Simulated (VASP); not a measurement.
A run of VASP 6.6.1:

The input INCAR:

```
  ALGO = Normal
  EDIFF = 1E-7
  ENCUT = 600
  GGA = PS
  ISIF = 2
  ISMEAR = -1
  LASPH = True
  LCHARG = False
  LEFG = True
  LREAL = False
  LWAVE = False
  NELM = 80
  PREC = Accurate
  SIGMA = 0.02
```

File KPOINTS:

```
k-points
0
Gamma
  8 8 5
```

File POSCAR:

```
AlN
1.0
    3.1130000000      0.0000000000      0.0000000000
   -1.5565000000      2.6959370820      0.0000000000
    0.0000000000      0.0000000000      4.9810000000
Al N
2 2
Direct
    0.3333333333      0.6666666667      0.0000000000
    0.6666666667      0.3333333333      0.5000000000
    0.3333333333      0.6666666667      0.3800000000
    0.6666666667      0.3333333333      0.8800000000
```

Potentials or basis: VASP PAW PBE potentials, release 64 (Al, N).

Command:

```bash
$ cat potpaw_PBE.64/Al/POTCAR potpaw_PBE.64/N/POTCAR > POTCAR
$ mpirun -np 1 vasp_std > vasp.out
```

Hardware: 1 thread of AMD EPYC 9R14 (Zen 4), with other jobs on the host.

Problem. Estimate the wall time of this run.

Solution. Wall time 12 s on 1 thread of AMD EPYC 9R14 (Zen 4), with other jobs on the host, peak memory 0.14 GiB. Counts: scf iterations 14, k points 30.
